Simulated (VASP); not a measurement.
# Pb (R-3m) in VASP: notebook

The runs below take Pb through single point, relaxation of the atoms, with PBE.

All numbers are computed with VASP 6.6.1; they aren't measurements. Logs are shortened: lines on timing, memory, paths and dates and some standing lists are left out, and cuts for length are marked.

### 1 Starting point

It takes space group R-3m (No. 166, trigonal). The conventional cell has a = 3.761 Å, b = 3.761 Å, c = 7.284 Å, α = 90.00°, β = 90.00°, γ = 120.00°. Around Pb (site symmetry -3m) lie 6 Pb at 3.26 Å.

The cell was built by a generator and needn't be a form met in nature.

### 2 Single point, PBE

File INCAR:

```
ALGO     = Normal         # electronic algorithm
EDIFF    = 1E-7           # SCF threshold, eV
ENCUT    = 520            # plane-wave cutoff, eV
GGA      = PE             # functional
ISIF     = 2              # what is computed and relaxed
ISMEAR   = 0              # smearing method
LASPH    = T              # aspherical terms in the spheres
LCHARG   = F              # write CHGCAR
LREAL    = F              # projectors in reciprocal space
LWAVE    = F              # write WAVECAR
NBANDS   = 13             # bands
NELM     = 60             # most SCF steps
PREC     = Accurate       # precision mode
SIGMA    = 0.2555         # smearing width, eV
```

File KPOINTS:

```
k-points
0
Gamma
  11 11 11
```

File POSCAR:

```
Pb
1.0
    3.2571210000      0.0000000000      0.0000000000
    1.0861770000      3.0706800000      0.0000000000
    1.0861770000      0.7679220000      2.9731070000
Pb
1
Direct
    0.0000000000      0.0000000000      0.0000000000
```

Potentials or basis: VASP PAW PBE potentials, release 64 (Pb_d).

The run is started by

```sh
$ cat potpaw_PBE.64/Pb_d/POTCAR > POTCAR
$ mpirun -np 1 vasp_std > vasp.out
```

OUTCAR:

```text
EDIFF = 1E-7
   ENCUT = 520
   GGA = PE
   ISIF = 2
   ISMEAR = 0
   LASPH = T
   LREAL = F
   NELM = 60
   PREC = Accurate

 ion  position               nearest neighbor table
   1  0.000  0.000  0.000-

  LATTYP: Found a trigonal (rhomboedric) cell.
 ALAT       =     3.2571210000
 COS(alpha) =     0.3334773350

  Lattice vectors:

 A1 = (   3.2571210000,   0.0000000000,   0.0000000000)
 A2 = (   1.0861770000,   3.0706800000,   0.0000000000)
 A3 = (   1.0861770000,   0.7679220000,   2.9731070000)

Analysis of symmetry for initial positions (statically):
=====================================================================
 Subroutine PRICEL returns:
 Original cell was already a primitive cell.

 Routine SETGRP: Setting up the symmetry group for a
 trigonal (rhombohedral) supercell.

 Subroutine GETGRP returns: Found 12 space group operations
 (whereof 12 operations were pure point group operations)
 out of a pool of 12 trial point group operations.

The static configuration has the point symmetry D_3d.

Analysis of symmetry for dynamics (positions and initial velocities):
=====================================================================
 Subroutine PRICEL returns:
 Original cell was already a primitive cell.

 Routine SETGRP: Setting up the symmetry group for a
 trigonal (rhombohedral) supercell.

 Subroutine GETGRP returns: Found 12 space group operations
 (whereof 12 operations were pure point group operations)
 out of a pool of 12 trial point group operations.

The dynamic configuration has the point symmetry D_3d.

 Subroutine INISYM returns: Found 12 space group operations
 (whereof 12 operations are pure point group operations),
 and found     1 'primitive' translations

----------------------------------------------------------------------------------------

                                     Primitive cell

  volume of cell :      29.7358

  direct lattice vectors                    reciprocal lattice vectors
     3.257121000  0.000000000  0.000000000     0.307019604 -0.108600581 -0.084114314
     1.086177000  3.070680000  0.000000000     0.000000000  0.325660766 -0.084114721
     1.086177000  0.767922000  2.973107000     0.000000000  0.000000000  0.336348473

  length of vectors
     3.257121000  3.257123906  3.257122949     0.336348542  0.336348362  0.336348473

  position of ions in fractional coordinates (direct lattice)
     0.000000000  0.000000000  0.000000000

  ion indices of the primitive-cell ions
   primitive index   ion index
                 1           1

----------------------------------------------------------------------------------------

 KPOINTS: k-points

Automatic generation of k-mesh.
 Grid dimensions read from file:
 generate k-points for:   11   11   11

 Generating k-lattice:

  Cartesian coordinates                     Fractional coordinates (reciprocal lattice)
     0.027910873 -0.009872780 -0.007646756     0.090909091  0.000000000  0.000000000
     0.000000000  0.029605524 -0.007646793     0.000000000  0.090909091  0.000000000
     0.000000000  0.000000000  0.030577134     0.000000000  0.000000000  0.090909091

  Length of vectors
     0.030577140  0.030577124  0.030577134

  Shift w.r.t. Gamma in fractional coordinates (k-lattice)
     0.000000000  0.000000000  0.000000000

 Subroutine IBZKPT returns following result:
 ===========================================

 Found    146 irreducible k-points:

 Following reciprocal coordinates:
            Coordinates               Weight
  0.000000  0.000000  0.000000      1.000000
  0.090909  0.000000  0.000000      6.000000
  0.181818  0.000000 -0.000000      6.000000
  0.272727  0.000000 -0.000000      6.000000
  0.363636  0.000000 -0.000000      6.000000
  0.454545  0.000000 -0.000000      6.000000
[... 16 lines left out ...]
 -0.272727  0.181818  0.000000     12.000000
 -0.181818  0.181818  0.000000      6.000000
 [... further k-points ...]
   k-points           NKPTS =    146   k-points in BZ     NKDIM =    146   number of bands    NBANDS=     13
   number of dos      NEDOS =    301   number of ions     NIONS =      1
   total plane-waves  NPLWV =  13824
   dimension x,y,z NGX =    24 NGY =   24 NGZ =   24
   dimension x,y,z NGXF=    48 NGYF=   48 NGZF=   48
   ions per type =               1
   NGX,Y,Z   is equivalent  to a cutoff of  12.25, 12.25, 12.25 a.u.
   NGXF,Y,Z  is equivalent  to a cutoff of  24.50, 24.50, 24.50 a.u.
 SYSTEM =  unknown system
   PREC   = accura    normal or accurate (medium, high low for compatibility)
   ISTART =      0    job   : 0-new  1-cont  2-samecut
   ICHARG =      2    charge: 1-file 2-atom 10-const
   ISPIN  =      1    spin polarized calculation?
   LNONCOLLINEAR =      F non collinear calculations
   LSORBIT =      F    spin-orbit coupling
   LASPH  =      T    aspherical Exc in radial PAW
   ENCUT  =  520.0 eV  38.22 Ry    6.18 a.u.   6.06  6.06  6.06*2*pi/ulx,y,z
   NELM   =     60;   NELMIN=  2; NELMDL= -5     # of ELM steps
   EDIFF  = 0.1E-06   stopping-criterion for ELM
   LREAL  =      F    real-space projection
   EDIFFG = 0.1E-05   stopping-criterion for IOM
   NSW    =      0    number of steps for IOM
   IBRION =     -1    ionic relax: 0-MD 1-quasi-New 2-CG
   NFREE  =      0    steps in history (QN), initial steepest desc. (CG)
   ISIF   =      2    stress and relaxation
   ISYM   =      2    0-nonsym 1-usesym 2-fastsym
   POTIM  = 0.5000    time-step for ionic-motion
   TEBEG  =    0.0;   TEEND  =   0.0 temperature during run
   PSTRESS=    0.0 pullay stress
   NELECT =      14.0000    total number of electrons
   NUPDOWN=      -1.0000    fix difference up-down
   EMIN   =  10.00;   EMAX   =-10.00  energy-range for DOS
   EFERMI =   0.00;   METHOD = LEGACY
   ISMEAR =     0;   SIGMA  =   0.26  broadening in eV -4-tet -1-fermi 0-gaus
   EFERMI_NEDOS =   21; number of points for ismear=-14 and -15
   IALGO  =     38    algorithm
   IMIX   =      4    mixing-type and parameters
     AMIX     =   0.40;   BMIX     =  1.00
     AMIX_MAG =   1.60;   BMIX_MAG =  1.00
  volume/ion in A,a.u.               =      29.74       200.67
  Fermi-wavevector in a.u.,A,eV,Ry     =   1.273575  2.406708 22.068557  1.621993
  Thomas-Fermi vector in A             =   2.406391
   LORBIT       =      0    0 simple, 1 ext, 2 COOP (PROOUT), +10 PAW based schemes
   GGA     = PE    functional components
   LHFCALC =     F    Hartree Fock is set to
   AEXX    =    0.0000 exact exchange contribution
   IVDW    =     0    specifies the selected vdW correction
   LEPSILON=     F    determine dielectric tensor
   LRPA    =     F    only Hartree local field effects (RPA)
 non-spin polarized calculation
 Gauss-broadening in eV      SIGMA  =   0.26
  energy-cutoff  :      520.00
  volume of cell :       29.74
 maximum number of plane-waves:       815
   NGX = 13   NGY = 13   NGZ = 13

 number of electron      13.9999993 magnetization

 Free energy of the ion-electron system (eV)
  ---------------------------------------------------
  ext. energy  EPLUGINS =         0.00000000
  ---------------------------------------------------
  free energy    TOTEN  =        -3.44137370 eV

  energy without entropy =       -3.42696158  energy(sigma->0) =       -3.43416764

 E-fermi :   7.5310     XC(G=0): -10.2526

 val. band max:        7.4945771674   @ k =   0.3636   0.2727   0.0909
 cond. band min:       7.5678248673   @ k =  -0.2727   0.2727   0.0909
 fundamental gap:      0.0732477000
 Fermi energy:         7.5310143164

 k-point     1 :       0.0000    0.0000    0.0000
  band No.  band energies     occupation
      1      -9.8031      2.00000
      2      -9.8031      2.00000
      3      -9.4532      2.00000
      4      -9.4086      2.00000
      5      -9.4086      2.00000
      6      -4.4967      2.00000
      7      13.5854      0.00000
      8      13.5854      0.00000
      9      14.7325      0.00000
     10      17.4036      0.00000
     11      18.5459      0.00000
     12      18.5459      0.00000
     13      21.7833      0.00000

 k-point     2 :       0.0909    0.0000    0.0000
  band No.  band energies     occupation
      1      -9.8007      2.00000
      2      -9.7808      2.00000
      3      -9.4527      2.00000
      4      -9.4134      2.00000
      5      -9.4096      2.00000
      6      -4.3515      2.00000
      7      12.0571      0.00000
      8      13.5826      0.00000
      9      14.4968      0.00000
     10      18.0020      0.00000
     11      18.7441      0.00000
     12      20.1053      0.00000
     13      21.3012      0.00000

 k-point     3 :       0.1818    0.0000   -0.0000
  band No.  band energies     occupation
      1      -9.7962      2.00000
      2      -9.7314      2.00000
      3      -9.4441      2.00000
      4      -9.4240      2.00000
      5      -9.4103      2.00000
      6      -3.9159      2.00000
      7       9.4303      0.00000
      8      13.5787      0.00000
      9      14.3582      0.00000
     10      18.8005      0.00000
     11      19.3136      0.00000
     12      20.2594      0.00000
     13      20.7863      0.00000
[... 305 lines left out ...]
 k-point    23 :      -0.2727    0.1818    0.0000
  band No.  band energies     occupation
      1      -9.7572      2.00000
      2      -9.6256      2.00000
      3      -9.4436      2.00000
      4      -9.4329      2.00000
      5      -9.4096      2.00000
      6      -2.2796      2.00000
      7       6.3318      2.00000
      8       8.9999      0.00000
      9      14.6111      0.00000
     10      18.0939      0.00000
     11      18.8182      0.00000
     12      19.8391      0.00000
     13      23.7160      0.00000

 k-point    24 :      -0.1818    0.1818    0.0000
  band No.  band energies     occupation
      1      -9.7562      2.00000
      2      -9.6821      2.00000
      3      -9.4404      2.00000
      4      -9.4318      2.00000
      5      -9.4168      2.00000
      6      -3.0801      2.00000
      7       8.2373      0.00009
      8       9.3887      0.00000
      9      14.8528      0.00000
     10      18.6627      0.00000
     11      19.0966      0.00000
     12      19.1897      0.00000
     13      24.0942      0.00000

 [... further k-points ...]
[... 5 lines left out ...]
  --------------------------------------------------------------------------------------
  -------------------------------------------------------------------------------------
  Total        1.2015657      0.8837612      0.7566864      0.4492286      0.2459920      0.3479404
  in kB       64.7409557     47.6174898     40.7706364     24.2046610     13.2541732     18.7472020
  external PRESSURE =      51.0430273 kB  Pullay stress =       0.0000000 kB

 VOLUME and BASIS-vectors are now :
 -----------------------------------------------------------------------------
  energy-cutoff  :      520.00
  volume of cell :       29.74
      direct lattice vectors                 reciprocal lattice vectors
     3.257121000  0.000000000  0.000000000     0.307019604 -0.108600581 -0.084114314
     1.086177000  3.070680000  0.000000000     0.000000000  0.325660766 -0.084114721
     1.086177000  0.767922000  2.973107000     0.000000000  0.000000000  0.336348473

 POSITION                                       TOTAL-FORCE (eV/Angst)
 -----------------------------------------------------------------------------------
      0.00000      0.00000      0.00000        -0.000000      0.000000      0.000000
 -----------------------------------------------------------------------------------
    total drift:                                0.000000     -0.000000      0.000000

  FREE ENERGIE OF THE ION-ELECTRON SYSTEM (eV)
  ---------------------------------------------------
  free  energy   TOTEN  =        -3.4413736954 eV

  energy  without entropy=       -3.4269615828  energy(sigma->0) =       -3.43416764
```

Run time: 22 s. Hardware: 1 thread of Intel Xeon Platinum 8559C (Emerald Rapids), shared host; peak memory 0.17 GiB.

What came out:

* Free energy: -3.4414 eV
* Pressure: 5.1 GPa
* Band gap on the k mesh: none (metal or under the smearing width)

The run has no spin-orbit coupling, so splittings on Pb are missing.

### 3 Single point, PBE

File INCAR:

```
SYSTEM = Pb
  PREC = Accurate
  ENCUT = 520
  EDIFF = 1E-6
  ISMEAR = 0
  SIGMA = 0.2555
  LREAL = .FALSE.
  LASPH = .TRUE.
  NELM = 60
  ALGO = Normal
  ISIF = 2
  LWAVE = .FALSE.
  LCHARG = .FALSE.
  GGA = PE
  NBANDS = 13
```

File KPOINTS:

```
regular mesh
0
G
  11 11 11
  0 0 0
```

File POSCAR:

```
Pb
1.0
    3.2571226184      0.0000001487      0.0000001151
    1.0861776798      3.0706783939     -0.0000013231
    1.0861776798      0.7679203173      2.9731068237
Pb
1
Direct
    0.0000000000      0.0000000000      0.0000000000
```

Potentials or basis: VASP PAW PBE potentials, release 64 (Pb_d).

The run is started by

```sh
$ cat potpaw_PBE.64/Pb_d/POTCAR > POTCAR
$ mpirun -np 1 vasp_std > vasp.out
```

OUTCAR:

```text
SYSTEM = Pb
   PREC = Accurate
   ENCUT = 520
   EDIFF = 1E-6
   ISMEAR = 0
   LREAL = .FALSE.
   LASPH = .TRUE.
   NELM = 60
   ISIF = 2
   GGA = PE

 ion  position               nearest neighbor table
   1  0.000  0.000  0.000-

  LATTYP: Found a trigonal (rhomboedric) cell.
 ALAT       =     3.2571226184
 COS(alpha) =     0.3334777186

  Lattice vectors:

 A1 = (   3.2571226184,   0.0000001487,   0.0000001151)
 A2 = (   1.0861776798,   3.0706783939,  -0.0000013231)
 A3 = (   1.0861776798,   0.7679203173,   2.9731068237)

Analysis of symmetry for initial positions (statically):
=====================================================================
 Subroutine PRICEL returns:
 Original cell was already a primitive cell.

 Routine SETGRP: Setting up the symmetry group for a
 trigonal (rhombohedral) supercell.

 Subroutine GETGRP returns: Found 12 space group operations
 (whereof 12 operations were pure point group operations)
 out of a pool of 12 trial point group operations.

The static configuration has the point symmetry D_3d.

Analysis of symmetry for dynamics (positions and initial velocities):
=====================================================================
 Subroutine PRICEL returns:
[... 162 lines left out ...]

 k-point     1 :       0.0000    0.0000    0.0000
  band No.  band energies     occupation
      1      -9.8035      2.00000
      2      -9.8035      2.00000
      3      -9.4537      2.00000
      4      -9.4090      2.00000
      5      -9.4090      2.00000
      6      -4.4967      2.00000
      7      13.5853      0.00000
      8      13.5853      0.00000
      9      14.7325      0.00000
     10      17.4036      0.00000
     11      18.5459      0.00000
     12      18.5459      0.00000
     13      21.7833      0.00000
[... 354 lines left out ...]
  band No.  band energies     occupation
      1      -9.7566      2.00000
      2      -9.6825      2.00000
      3      -9.4408      2.00000
      4      -9.4322      2.00000
      5      -9.4172      2.00000
      6      -3.0802      2.00000
      7       8.2373      0.00009
      8       9.3887      0.00000
      9      14.8527      0.00000
     10      18.6627      0.00000
     11      19.0966      0.00000
     12      19.1897      0.00000
     13      24.0943      0.00000

 [... further k-points ...]
[... 5 lines left out ...]
  --------------------------------------------------------------------------------------
  -------------------------------------------------------------------------------------
  Total        1.2057300      0.8879803      0.7609294      0.4491477      0.2459469      0.3478778
  in kB       64.9653332     47.8448212     40.9992542     24.2002999     13.2517431     18.7438308
  external PRESSURE =      51.2698029 kB  Pullay stress =       0.0000000 kB

 VOLUME and BASIS-vectors are now :
 -----------------------------------------------------------------------------
  energy-cutoff  :      520.00
  volume of cell :       29.74
      direct lattice vectors                 reciprocal lattice vectors
     3.257122618  0.000000149  0.000000115     0.307019460 -0.108600691 -0.084114370
     1.086177680  3.070678394 -0.000001323    -0.000000012  0.325660904 -0.084114573
     1.086177680  0.767920317  2.973106824    -0.000000012  0.000000149  0.336348459

 POSITION                                       TOTAL-FORCE (eV/Angst)
 -----------------------------------------------------------------------------------
      0.00000      0.00000      0.00000        -0.000000     -0.000000     -0.000000
 -----------------------------------------------------------------------------------
    total drift:                                0.000000     -0.000000      0.000000

  FREE ENERGIE OF THE ION-ELECTRON SYSTEM (eV)
  ---------------------------------------------------
  free  energy   TOTEN  =        -3.4413751460 eV

  energy  without entropy=       -3.4269631299  energy(sigma->0) =       -3.43416914
```

OSZICAR:

```text
N       E                     dE             d eps       ncg     rms          rms(c)
DAV:   1     0.105510176764E+03    0.10551E+03   -0.71776E+03  3852   0.127E+03
DAV:   2     0.162150739196E+01   -0.10389E+03   -0.10082E+03  4041   0.309E+02
DAV:   3    -0.333614936071E+01   -0.49577E+01   -0.49363E+01  4722   0.729E+01
DAV:   4    -0.344983910606E+01   -0.11369E+00   -0.11366E+00  4647   0.117E+01
DAV:   5    -0.345534136597E+01   -0.55023E-02   -0.55020E-02  5251   0.244E+00    0.622E-01
DAV:   6    -0.344452087609E+01    0.10820E-01   -0.13595E-02  4915   0.210E+00    0.313E-01
DAV:   7    -0.344148750410E+01    0.30334E-02   -0.65393E-03  4936   0.138E+00    0.903E-02
DAV:   8    -0.344137759146E+01    0.10991E-03   -0.55317E-04  4820   0.367E-01    0.978E-03
DAV:   9    -0.344137551599E+01    0.20755E-05   -0.27713E-05  4914   0.863E-02    0.594E-03
DAV:  10    -0.344137514597E+01    0.37002E-06   -0.23007E-06  4666   0.233E-02
   1 F= -.34413751E+01 E0= -.34341691E+01  d E =-.144120E-01
```

stdout:

```text
POSCAR found type information on POSCAR Pb
 POSCAR found :  1 types and       1 ions
 scaLAPACK will be used
 LDA part: xc-table for (Slater+PW92), standard interpolation
 POSCAR, INCAR and KPOINTS ok, starting setup
 FFT: planning ... GRIDC
 FFT: planning ... GRID_SOFT
 FFT: planning ... GRID
 WAVECAR not read
 entering main loop
```

Run time: 13 s. Hardware: 1 thread of Intel Xeon Platinum 8488C (Sapphire Rapids), shared host; peak memory 0.17 GiB.

Results:

```
Free energy            : -3.4414 eV
Pressure               : 5.1 GPa
Band gap on the k mesh : none (metal or under the smearing width)
```

Stress tensor (GPa, compression positive):
```
6.50 2.42 1.87
2.42 4.78 1.33
1.87 1.33 4.10
```

(Continued in part 2 of 2.)
